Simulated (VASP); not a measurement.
Here is a VASP 6.6.1 calculation.

Contents of POSCAR:

```
MoS2
1.0
    3.1916000000      0.0000000000      0.0000000000
   -1.5958000000      2.7273356990      0.0000000000
    0.0000000000      0.0000000000     20.0000000000
  Mo              S
     1     2
Direct
     0.3328084938130045    0.6656169877260180    0.5000000000000000
     0.6669290864434991    0.3338581727869895    0.5783368947516557
     0.6669290864434991    0.3338581727869895    0.4216631052483443
```

File INCAR.step1:

```
SYSTEM = MoS2
  PREC = Accurate
  ENCUT = 600
  EDIFF = 1E-8
  ISMEAR = -1
  SIGMA = 0.05
  LREAL = .FALSE.
  LASPH = .TRUE.
  NELM = 100
  ALGO = Fast
  ISIF = 2
  LWAVE = .FALSE.
  LCHARG = .FALSE.
  GGA = PE
  IBRION = 2
  NSW = 40
  EDIFFG = -0.002
  KPAR = 4
```

The input INCAR.step2:

```
SYSTEM = MoS2
  PREC = Accurate
  ENCUT = 600
  EDIFF = 1E-8
  ISMEAR = -1
  SIGMA = 0.05
  LREAL = .FALSE.
  LASPH = .TRUE.
  NELM = 100
  ALGO = Fast
  ISIF = 2
  LWAVE = .FALSE.
  LCHARG = .FALSE.
  GGA = PE
  IBRION = 8
  NSW = 1
  KPAR = 4
```

File KPOINTS:

```
regular mesh
0
G
  12 12 1
  0 0 0
```

Potentials or basis: VASP PAW PBE potentials, release 64 (Mo_sv, S).

Launch:

```sh
$ cat potpaw_PBE.64/Mo_sv/POTCAR potpaw_PBE.64/S/POTCAR > POTCAR
$ cp INCAR.step1 INCAR
$ mpirun -np 4 vasp_std > vasp.out
$ cp CONTCAR POSCAR
$ cp INCAR.step2 INCAR
$ mpirun -np 4 vasp_std > vasp.out
```

Task: Predict the highest phonon frequency at Γ, LO-TO splitting left out.

Result: 460 cm⁻¹.

Phonon frequencies in cm⁻¹ (negative: imaginary):
| q point | frequencies |
| --- | --- |
| (0.000, 0.000, 0.000) | 0 0 0 276 278 374 377 397 460 |
